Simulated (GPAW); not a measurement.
The system is SnO.

```
Sn O
1.0
     3.35500    0.00000    0.00000
     0.00000    5.67410    0.00000
     0.00000    0.00000    4.22197
Sn O
2 2
Direct
  0.50000 0.76809 0.01314
  0.00000 0.23191 0.51314
  0.50000 0.10875 0.23686
  0.00000 0.89125 0.73686
```

The cell comes from a database or a generator and needn't be the stable form of this composition.

Base run:

| Property | Result |
| --- | --- |
| Program | GPAW 26.7.0 |
| Functional | PBEsol |
| Potentials or basis | PAW data sets generated in the run's folder for this functional |
| Cutoff | 800 eV |
| Basis | pw |
| k mesh | 8 × 5 × 6 |
| Occupations | fermi-dirac, width 0.05 eV |
| Spin | no spin polarisation |

Its results: band gap on the k mesh 1.42 eV, indirect (least direct gap 2.00 eV); pressure -3.6 GPa; largest force 0.492 eV/Å.

Problem. The run is repeated on the same cell with these changes: k mesh from 8 × 5 × 6 to 5 × 3 × 4. What comes out?

Solution. Band gap on the k mesh 1.54 eV, indirect (least direct gap 2.12 eV); pressure -3.6 GPa; largest force 0.495 eV/Å.

Caveats: spin-orbit coupling is left out, which moves the levels of the heavy elements; an odd mesh through Γ misses points on the zone boundary, where band edges often lie (some runs); the mesh misses the band edges, which the band path finds closer together (some runs).
